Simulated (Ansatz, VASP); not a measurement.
## Pt (Pt wire along [100], 4 atoms a period) in two plane-wave programs

One calculation is typed for both programs; each brings its own data sets. How far apart do they land? The structure shown is the start of the Ansatz relaxation below; VASP solves that cell, so the two are compared at the walk's first step.

Calculated with Ansatz 0.2.0; plane waves, with VASP 6.6.1 beside it; single point at PBE.

## 1. The starting structure

The cell holds 4 atoms: 4 Pt. Cell: a = 8.785 Å, b = 8.785 Å, c = 3.970 Å, α = 90.0°, β = 90.0°, γ = 90.0°. Vacuum lies along a and b. The structure's axis is c.

## 2. Ansatz: relaxation, PBE

Ansatz runs on its default PAW (the set named soft_2) files.

The two programs are compared at the cell with which this relaxation starts, whose forces are those of its first step.

Input file input.yaml:

```yaml
crystal:
  lattice:
    - [8.785, 0.0, 0.0]
    - [0.0, 8.785, 0.0]
    - [0.0, 0.0, 3.97]
  atoms:
    - { symbol: Pt, position: [0.387023335, 0.387023335, 0.0], spin: 0.48 }
    - { symbol: Pt, position: [0.612976665, 0.612976665, 0.0], spin: 0.48 }
    - { symbol: Pt, position: [0.387023335, 0.612976665, 0.5], spin: 0.48 }
    - { symbol: Pt, position: [0.612976665, 0.387023335, 0.5], spin: 0.48 }
magnetization:
  spin_polarized: true
kpoints:
  mp_grid: { grid: [1, 1, 21] }
scf:
  occupations: { method: fermi_dirac, width: 0.05 }
hamiltonian:
  xc: pbe
relax:
  cell: { fix: [a, b, alpha, beta, gamma] }
  max_steps: 60
```

Run with:

```bash
$ ansatz run input.yaml --threads 4 --pin off --max-ram 16384MiB --backend cpu --events-out ev --progress --plain --runs-dir out
```

Numbers of over 12 decimals in the logs are rounded to 6 here.

The program printed:

```text
Engine: ansatz 0.2.0, aarch64-unknown-linux-gnu
Pseudopotentials: kind: paw
Pseudopotential: Pt, paw, valence charge 18, recommended cutoff 420 eV (normal), Pt.paw.azcp
Functional definition: PBE
  parameter kappa = 0.804
  parameter beta = 0.066725
  exchange = pbe_x(kappa = kappa, mu = beta*pi^2/3)
  correlation = pbe_c(beta = beta)
Crystal: 4 atoms, lattice volume = 306.390 Å³
Basis set: ecut = 420 eV, 6013 PW (Γ), exchange–correlation on 120×120×54 points (8 copies of the dense FFT grid, shifted against one another)
Bands: 45, of which v1, the nominal top of the filled ones, is band 36 counted from 1 (35 counted from 0)
Symmetry: 16 space group operations
Space group: P42/mcm (ITA 132), of the structure as read, at distance tolerance 6.7e-5 Å
Magnetic group: BNS 132.447 (UNI 1107), of the structure as read, at distance tolerance 6.7e-5 Å
k-points: 11 of 21
Non-local potential: Pt, projectors of the file, l = 0: 3, l = 1: 2, l = 2: 2, l = 3: 1
PAW form: soft (Blöchl's): semilocal exchange-correlation on the pseudo side does not see the compensation charge
PAW one-centre angular grid: Pt, 590 points (default); XC on 64 Gauss nodes
Initial density: superposition of atomic densities (neutral atoms: chi_scale 0, normalization atom)
Starting moments: Σ|m| = 1.92 μB on 4 of 4 sites
Initial wavefunctions: pseudopotential atomic-orbital guess
Functional: x = pbe(κ = 0.804, μ = 0.219515), c = pbe(β = 0.066725)
SCF iter   1: F=—  HF=-50084.291485 eV  |F-HF|=—  |Δ(HF+E_count)|=         —  Δρ=1.36e-2 (↑1.14e-2 ↓1.36e-2)  dr2=3.19e0  dr2_m=3.73e-2  M=1.450 μB ∫|m|=1.481 μB  β_m=0.30  ethr=3.10e-3  ⟨swp⟩=6.4  Hψ=3853  notcnv=0  defer=4
Mixer restart at iter 1: flushing history
preconditioner: auto → LDOS  [metal: Δε(μ)=0.018 eV  Ē_g=5.166 eV  σ=0.050 eV  W_gap=0.09  n_scr=50 (ndim 8)  ℏωp=13.4 eV  f_vac=0.613  D(μ)=11.59/eV (n_scr^D=94)]
spin=Collinear: LDOS preconditioning applied to the charge; magnetization (m = ρ↑ − ρ↓) channel mixes plain (no charge-response kernel on spin).
SCF iter   2: F=—  HF=-50083.574126 eV  |F-HF|=—  |Δ(HF+E_count)|=   7.17e-1  Δρ=7.53e-3 (↑6.18e-3 ↓7.53e-3)  dr2=5.01e-1  dr2_m=2.21e-2  M=1.440 μB ∫|m|=1.478 μB  β_m=0.39  ethr=3.10e-3  ⟨swp⟩=2.0  Hψ=1758  notcnv=0  defer=33
SCF iter   3: F=—  HF=-50083.535505 eV  |F-HF|=—  |Δ(HF+E_count)|=   3.86e-2  Δρ=3.55e-3 (↑3.46e-3 ↓3.55e-3)  dr2=5.62e-2  dr2_m=1.02e-2  M=1.418 μB ∫|m|=1.470 μB  β_m=0.59  ethr=6.96e-4  ⟨swp⟩=2.0  Hψ=1594  notcnv=0  defer=33
SCF iter   4: F=—  HF=-50083.579381 eV  |F-HF|=—  |Δ(HF+E_count)|=         —  Δρ=1.79e-3 (↑1.36e-3 ↓1.79e-3)  dr2=3.82e-3  dr2_m=6.06e-3  M=1.234 μB ∫|m|=1.316 μB  β_m=0.59  ethr=7.81e-5  ⟨swp⟩=2.2  Hψ=1691  notcnv=0  defer=31
Mixer restart at iter 4: flushing history
SCF iter   5: F=—  HF=-50083.581440 eV  |F-HF|=—  |Δ(HF+E_count)|=   2.06e-3  Δρ=1.04e-3 (↑8.47e-4 ↓1.04e-3)  dr2=8.61e-4  dr2_m=2.16e-3  M=1.247 μB ∫|m|=1.329 μB  β_m=0.79  ethr=5.31e-6  ⟨swp⟩=2.1  Hψ=1546  notcnv=0  defer=31
SCF iter   6: F=—  HF=-50083.584413 eV  |F-HF|=—  |Δ(HF+E_count)|=   2.97e-3  Δρ=6.31e-4 (↑2.69e-4 ↓6.31e-4)  dr2=7.91e-4  dr2_m=4.81e-4  M=1.268 μB ∫|m|=1.356 μB  β_m=0.88  ethr=1.20e-6  ⟨swp⟩=2.1  Hψ=1849  notcnv=0  defer=31
SCF iter   7: F=—  HF=-50083.585272 eV  |F-HF|=—  |Δ(HF+E_count)|=   8.59e-4  Δρ=4.45e-4 (↑3.36e-4 ↓4.45e-4)  dr2=7.07e-4  dr2_m=3.64e-4  M=1.313 μB ∫|m|=1.401 μB  β_m=0.94  ethr=1.10e-6  ⟨swp⟩=2.0  Hψ=1740  notcnv=0  defer=31
SCF iter   8: F=—  HF=-50083.585936 eV  |F-HF|=—  |Δ(HF+E_count)|=   6.64e-4  Δρ=4.27e-4 (↑2.19e-4 ↓4.27e-4)  dr2=6.31e-4  dr2_m=1.74e-4  M=1.363 μB ∫|m|=1.452 μB  β_m=0.79  ethr=9.82e-7  ⟨swp⟩=2.5  Hψ=1910  notcnv=0  defer=31
[...]
Crystal: 4 atoms, lattice volume = 295.698 Å³
Basis set: ecut = 420 eV, 5797 PW (Γ), exchange–correlation on 120×120×54 points (8 copies of the dense FFT grid, shifted against one another)
[...]
preconditioner: auto → LDOS  [metal: Δε(μ)=0.032 eV  Ē_g=5.606 eV  σ=0.050 eV  W_gap=0.16  n_scr=12 (ndim 8)  ℏωp=13.7 eV  f_vac=0.630  D(μ)=8.74/eV (n_scr^D=78)]
spin=Collinear: LDOS preconditioning applied to the charge; magnetization (m = ρ↑ − ρ↓) channel mixes plain (no charge-response kernel on spin).
[...]
SCF iter   7: F=-50084.314599 eV  HF=-50084.314599 eV  |F-HF|=7.28e-12  |Δ(HF+E_count)|=  9.53e-10  Δρ=2.31e-7 (↑1.25e-7 ↓2.31e-7)  dr2=2.03e-10  dr2_m=4.23e-11  M=2.064 μB ∫|m|=2.131 μB  ethr=6.67e-12  ⟨swp⟩=2.0  Hψ=3124  notcnv=0
SCF 6 converged in 7 iterations: F = -50084.314599 eV  dr2 = 2.03e-10
relax step   6: F+E_penalty+E_count = -50084.31459857 eV  Δ(F+E_penalty+E_count) = -1.918e-4 eV  max|allowed force component| = 1.955e-3 eV/Å  Δτ_max = 0.0013 Å  P = -0.000 GPa  Ω = 295.698 Å³  energy of the carried Pulay correction = +8.501e-4 eV  fix = [a, b, alpha, beta, gamma]  reactions: a -0.014, b -0.014 GPa  (7 SCF iters, dr2 threshold 2.30e-8 eV, accepted)
Initial wavefunctions: pseudopotential atomic-orbital guess (no wavefunctions were taken with the density)
iter 1 solved again at ethr=1.22e-6 eV; its pass at ethr=3.10e-3 eV (dr2=8.79e-4 eV) is discarded
SCF iter   1: F=—  HF=-50084.313720 eV  |F-HF|=—  |Δ(HF+E_count)|=         —  Δρ=3.69e-5 (↑3.37e-5 ↓3.69e-5)  dr2=4.57e-6  dr2_m=4.64e-7  M=2.062 μB ∫|m|=2.129 μB  β_m=0.65  ethr=1.22e-6  ⟨swp⟩=3.0  Hψ=6580  notcnv=0
preconditioner: auto → LDOS  [metal: Δε(μ)=0.034 eV  Ē_g=5.606 eV  σ=0.050 eV  W_gap=0.17  n_scr=12 (ndim 8)  ℏωp=13.7 eV  f_vac=0.630  D(μ)=8.73/eV (n_scr^D=78)]
spin=Collinear: LDOS preconditioning applied to the charge; magnetization (m = ρ↑ − ρ↓) channel mixes plain (no charge-response kernel on spin).
SCF iter   2: F=—  HF=-50084.313368 eV  |F-HF|=—  |Δ(HF+E_count)|=   3.52e-4  Δρ=1.12e-5 (↑1.12e-5 ↓1.04e-5)  dr2=2.94e-7  dr2_m=7.04e-9  M=2.063 μB ∫|m|=2.130 μB  β_m=0.52  ethr=6.35e-9  ⟨swp⟩=3.0  Hψ=1890  notcnv=0
SCF iter   3: F=—  HF=-50084.313369 eV  |F-HF|=—  |Δ(HF+E_count)|=   3.77e-7  Δρ=5.03e-6 (↑5.03e-6 ↓4.32e-6)  dr2=9.32e-8  dr2_m=1.16e-8  M=2.063 μB ∫|m|=2.130 μB  β_m=0.62  ethr=4.09e-10  ⟨swp⟩=2.0  Hψ=1392  notcnv=0
SCF iter   4: F=—  HF=-50084.313369 eV  |F-HF|=—  |Δ(HF+E_count)|=   6.63e-8  Δρ=2.56e-6 (↑2.56e-6 ↓1.99e-6)  dr2=8.72e-9  dr2_m=1.24e-8  M=2.063 μB ∫|m|=2.130 μB  β_m=0.81  ethr=1.29e-10  ⟨swp⟩=2.4  Hψ=1400  notcnv=0
SCF iter   5: F=—  HF=-50084.313369 eV  |F-HF|=—  |Δ(HF+E_count)|=   1.37e-8  Δρ=1.07e-6 (↑7.78e-7 ↓1.07e-6)  dr2=1.72e-8  dr2_m=8.62e-10  M=2.063 μB ∫|m|=2.131 μB  β_m=0.66  ethr=1.21e-11  ⟨swp⟩=2.5  Hψ=1867  notcnv=0
SCF iter   6: F=—  HF=-50084.313369 eV  |F-HF|=—  |Δ(HF+E_count)|=   4.66e-9  Δρ=3.72e-7 (↑3.32e-7 ↓3.72e-7)  dr2=2.52e-10  dr2_m=2.59e-10  M=2.064 μB ∫|m|=2.131 μB  β_m=0.81  ethr=1.21e-11  ⟨swp⟩=2.6  Hψ=1610  notcnv=0
SCF iter   7: F=—  HF=-50084.313369 eV  |F-HF|=—  |Δ(HF+E_count)|=  8.73e-11  Δρ=1.44e-7 (↑8.58e-8 ↓1.44e-7)  dr2=3.37e-11  dr2_m=3.06e-11  M=2.064 μB ∫|m|=2.131 μB  β_m=0.91  ethr=1.00e-12  ⟨swp⟩=2.0  Hψ=1459  notcnv=0
SCF iter   8: F=-50084.313369 eV  HF=-50084.313369 eV  |F-HF|=7.28e-12  |Δ(HF+E_count)|=  5.82e-11  Δρ=2.41e-8 (↑1.60e-8 ↓2.41e-8)  dr2=3.50e-12  dr2_m=6.67e-13  M=2.064 μB ∫|m|=2.131 μB  ethr=1.00e-12  ⟨swp⟩=3.8  Hψ=3605  notcnv=0
SCF 7 converged in 8 iterations: F = -50084.313369 eV  dr2 = 3.50e-12
relax step   7: F+E_penalty+E_count = -50084.31336867 eV  Δ(F+E_penalty+E_count) = +1.230e-3 eV  max|allowed force component| = 1.586e-3 eV/Å  Δτ_max = 0.0000 Å  P = +0.005 GPa  Ω = 295.698 Å³  fix = [a, b, alpha, beta, gamma]  reactions: a -0.010, b -0.010 GPa  stress off target by 3.54e-2 GPa on what of the cell is left free  SCF on the basis re-selected at this cell (its energy is not comparable with the rows above)  (8 SCF iters)
basis re-selected at this cell: Δ(F+E_penalty+E_count) = +1.230e-3 eV, ΔP = +0.006 GPa vs the last step (what re-selecting the basis moved, of the pressure what is left beyond the Pulay correction that the steps carried, after the strain that the cell walked since its last selection, with what the two solves' SCF thresholds leave and, on support functions, any second-order correction that the steps lacked; it is no m [...]
an SCF from antiferromagnetic starting moments (-0.48, -0.48, 0.48, 0.48 Bohr magnetons, atom by atom) was not made, so that it is not known whether that order lies lower: the deck asks for what bars it, or types moments that do (magnetization.spin_polarized, in the input reference, names some of the keys), or the run goes by scf.lower_state_search: light, the default, which as a rule tries one only behind a close th [...]
SCF converged after 8 iterations
Magnetization: 2.0636 μB (37.0318 up, 34.9682 down)
Absolute magnetization: 2.1311 μB (∫|ρ↑−ρ↓|, with the PAW one-centre terms)
Spin contamination: 0.0549 ħ² per cell (⟨S²⟩ above its minimum at these occupations)
Per-site moments (μB) at R_I (Å): [(0.400606, 1.070900), (0.400606, 1.070900), (0.400606, 1.070900), (0.400606, 1.070900)]
Free energy (F): -50084.313369 eV
Harris-Foulkes:  -50084.313369 eV  (|F-HF|=7.28e-12)
Internal energy: -50084.242303 eV  (E = F + TS)
E sigma→0 (E₀):  -50084.277836 eV
Entropy (-TS):   -0.071066 eV (-17.766 meV/atom)
Fermi energy:    0.777016 eV
--- Per-component energies (eV) ---
  E_band       = -2061.809788
  E_kinetic    = 2550.474161
  E_local      = -25889.985171  (includes V_loc(G=0)·N_el)
  E_nonlocal   = 808.416778
  E_hartree    = 11413.959546
  E_xc         = -1038.262591
  E_vxc        = -1198.550016  (∫ρ·V_xc dr)
  E_paw        = -37819.978570  (= ΣΔE_a)
  E_vpaw       = -1160.085758  (= ΣTr[D̂ρ^β])
  E_aug_tail   = 0.000779  (compensation charges beyond the density's cutoff)
  E_ewald      = -108.867234
  E_smearing   = -0.071066  (= −TS)
  E_closure    = -0.000000  (closes the sum)
  Σ components = -50084.313369   (vs F -50084.313369, Δ=0.00e0)
--- Forces (eV/Å), atoms counted from 1 ---
  atom   1  Pt     0.00158603     0.00158603     0.00000000
  atom   2  Pt    -0.00158603    -0.00158603     0.00000000
  atom   3  Pt     0.00158603    -0.00158603     0.00000000
  atom   4  Pt    -0.00158603     0.00158603     0.00000000
  max |Σ_I F_I| component: 2.17e-19 eV/Å
--- Stress (GPa, compression-positive) ---
       -0.009834       0.000000       0.000000
        0.000000      -0.009834       0.000000
        0.000000       0.000000       0.035361
  P = ⅓ Tr σ = 0.0052 GPa (0.052 kbar)
--- Relaxed structure (6 steps of the walk, 6 accepted, 1 SCFs on fresh bases) ---
  F+E_penalty+E_count = -50084.31336867 eV   max|allowed force component| = 1.586e-3 eV/Å   (the final SCF, on the basis selected at the relaxed cell)
  cell:  # Å, volume = 295.6982 Å³
    - [8.785, 0.0, 0.0]
    - [0.0, 8.785, 0.0]
    - [0.0, 0.0, 3.831468]
  atoms:
    - { symbol: Pt, position: [0.395519, 0.395519, 0.0] }
    - { symbol: Pt, position: [0.604481, 0.604481, 0.0] }
    - { symbol: Pt, position: [0.395519, 0.604481, 0.5] }
    - { symbol: Pt, position: [0.604481, 0.395519, 0.5] }
```

In the SCF lines HF is the Harris–Foulkes energy and dr2 the Hartree energy of the density residual, in eV; the loop may stop once dr2 is under the threshold and the program's other checks hold. Hψ counts applications of the Hamiltonian.

(Continued in part 2 of 2.)

[Lines on the potential files, build, host, timing and source positions are cut from VASP's logs without a mark.]

[Logs are printed without paths, hosts, clocks, repeated set-up lines and the standing remarks that a program may print on its own settings, such as how far it seeks lower states.]

[Hosts, paths, dates, database ids (printed as entryN), source tags and the programs' standing remarks are cut or masked in the printed files.]
